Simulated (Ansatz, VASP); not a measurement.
**One calculation of Tl, two programs**

```xyz
1
Lattice="-1.9005 1.9005 1.9005 1.9005 -1.9005 1.9005 1.9005 1.9005 -1.9005" Properties=species:S:1:pos:R:3 pbc="T T T"
Tl    0.0000    0.0000    0.0000
```

Alike in both runs: task single point; functional PBEsol; k mesh 13 × 13 × 13; occupations fermi-dirac, width 0.1 eV; no spin polarisation.

|  | VASP | Ansatz |
| --- | --- | --- |
| version | VASP 6.6.1 | Ansatz 0.2.0 |
| potentials or method | VASP PAW PBE potentials, release 64 (Tl_d) | plane waves (420 eV) with PAW, scalar-relativistic |
| plane-wave cutoff (eV) | 520 | 420 |
| valence electrons in the cell | 13 | 13 |

```csv
,VASP,Ansatz,Ansatz less VASP
pressure (GPa),1.6,1.7,+0.07
```

The functional is the same, so the differences come from potentials, cutoffs and numerics. Ansatz warned: «pseudo_functional_mismatch».

Caveats: the PAW data sets were made with another functional, which shifts forces and pressure a little (VASP). The runs have no spin-orbit coupling, so splittings on Tl are missing.
